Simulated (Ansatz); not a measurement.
# NaI: band gap under strain

How does strain move the band edges of rocksalt NaI, and do the functionals agree on it? States: no strain; +1.0 % strain along z alone; +5.0 % biaxial strain in the (111) plane, free along [111].

Program: Ansatz 0.2.0. PAW datasets, plane waves. No spin polarisation and no zero-point or thermal motion.

### Step 1. The system as given

The unstrained cell was relaxed with r2SCAN; in each strained cell the atoms were relaxed again with r2SCAN. Names of k-points are those of the unstrained zone, where strain can split equivalent points. First state: no strain.

The symmetry is Fm-3m (No. 225, cubic); a = 6.459 Å in the conventional setting, 33.69 Å³ an atom. Na has 6 I at 3.23 Å; I has 6 Na at 3.23 Å.

Coordinates:

```cif
data_structure
_symmetry_space_group_name_H-M 'Fm-3m'
_symmetry_Int_Tables_number 225
_cell_length_a 6.4594
_cell_length_b 6.4594
_cell_length_c 6.4594
_cell_angle_alpha 90.000
_cell_angle_beta 90.000
_cell_angle_gamma 90.000
_cell_volume 269.52
loop_
_atom_site_label
_atom_site_type_symbol
_atom_site_symmetry_multiplicity
_atom_site_Wyckoff_symbol
_atom_site_fract_x
_atom_site_fract_y
_atom_site_fract_z
_atom_site_occupancy
Na1 Na 4 a 0.00000 0.00000 0.00000 1
I1 I 4 b 0.50000 0.00000 0.00000 1
```

### Step 2. No strain: PBE

File input.yaml:

```yaml
crystal:
  lattice:
    - [0.0, 3.2297205588, 3.2297205588]
    - [3.2297205588, 0.0, 3.2297205588]
    - [3.2297205588, 3.2297205588, 0.0]
  atoms:
    - { symbol: Na, position: [0.0, 0.0, 0.0] }
    - { symbol: I, position: [0.5, 0.5, 0.5] }
kpoints:
  mp_grid: { grid: [8, 8, 8] }
  band_path:
    path:
      - [0.0, 0.0, 0.0]
      - [0.5, 0.0, 0.5]
      - [0.625, 0.25, 0.625]
      - [0.375, 0.375, 0.75]
      - [0.5, 0.5, 0.5]
      - [0.5, 0.25, 0.75]
    npoints: 1
hamiltonian:
  xc: pbe
scf:
  occupations: { method: fermi_dirac, width: 0.02 }
  n_extra_bands: 4
output:
  forces: true
  stress: true
  eigenvalues: true
```

Further steps of the session: No strain: r2SCAN; No strain: HSE06; No strain: G0W0@PBE; +1.0 % strain along z alone: PBE; +1.0 % strain along z alone: r2SCAN; +1.0 % strain along z alone: HSE06; +1.0 % strain along z alone: G0W0@PBE; +5.0 % biaxial strain in the (111) plane, free along [111]: PBE; +5.0 % biaxial strain in the (111) plane, free along [111]: r2SCAN; +5.0 % biaxial strain in the (111) plane, free along [111]: HSE06; +5.0 % biaxial strain in the (111) plane, free along [111]: G0W0@PBE.

Q: Predict the outcome of this session.

As calculated:

Least gap in eV (negative: overlap), with the change from the unstrained cell in brackets. G0W0 is on its own coarse mesh.

```
                                                     state  volume change (%)           PBE        r2SCAN         HSE06          G0W0
                                                 no strain               +0.0          3.66          4.45          4.69          5.65
                               +1.0 % strain along z alone               +1.0  3.63 (-0.03)  4.41 (-0.04)  4.65 (-0.04)  5.61 (-0.04)
+5.0 % biaxial strain in the (111) plane, free along [111]               +5.8  3.26 (-0.40)  4.01 (-0.44)  4.26 (-0.43)  5.23 (-0.42)
```

The largest move of the HSE06 gap in the table is -0.428 eV, under +5.0 % biaxial strain in the (111) plane, free along [111]. PBE and HSE06 differ by 1.03 eV on the unstrained gap, and by at most 0.02 eV on its change: PBE follows the response to strain far better than the gap itself. Spin-orbit coupling is left out of the table, though the cell holds I (Z = 53); in an element this heavy it can shift bands and gaps by tenths of an eV. G0W0 values are finite-basis, finite-mesh values.
